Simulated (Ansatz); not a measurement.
# Sn: pressure as volume per atom varies

All results are calculated (Ansatz 0.2.0). Density functional stress and forces at fixed atoms, pressure and stress positive in compression, spin-unpolarised plane waves.

Cell of the first row (space group Fd-3m, No. 227):
```
CELL_PARAMETERS angstrom
0.00000 3.24800 3.24800
3.24800 0.00000 3.24800
3.24800 3.24800 0.00000
ATOMIC_POSITIONS crystal
Sn 0.00000 0.00000 0.00000
Sn 0.25000 0.25000 0.25000
```

Settings of every row: periodic directions 3; functional PBE; spin orbit no; potentials PAW; wave cutoff 420 eV; k mesh 6x6x6; smearing width 0.02 eV.

Limits: metal, k mesh may be coarse; small gap without spin-orbit coupling.

| row | volume per atom (Å³) | pressure (GPa) |
| --- | --- | --- |
| 1 | 34.265 | 3.18 |
| 2 | 34.494 | 2.84 |
| 3 | 35.432 | 1.59 |
| 4 | 35.837 | 1.11 |
| 5 | 37.6 | ? |
| 6 | 38.774 | -1.59 |

Question: what pressure should row 5 give?

Worked fit of pressure. Take u = (V_r/V)^(2/3) − 1 with V_r = 35.432 Å³ an atom, which is twice the finite (Eulerian) strain; such expansions in the strain, on which the Birch-Murnaghan equation of state is built, carry the rest volume and the bulk modulus. The shown rows have u = 0.02258, 0.01805, 0, -0.00755, -0.05832. Least squares give pressure = 1.593 + 65.81 × u + 192.7 × u² GPa; a straight line predicts inner rows, each left out in turn, worse (root mean square 0.16 against 0.0059 GPa). All shown rows lie on it to the printed digit. The pressure vanishes at u = -0.0262, or V = 36.87 Å³ an atom, and there the bulk modulus with atoms relaxed is B = −V dP/dV = (2/3)(1 + u) dP/du = 36.2 GPa. The withheld row has u = -0.03882, so the fit gives 1.593 + 65.81 × (-0.03882) + 192.7 × (-0.03882)² = -0.67 GPa.

The calculation gave -0.67 GPa. The fit meets it to the printed digit.
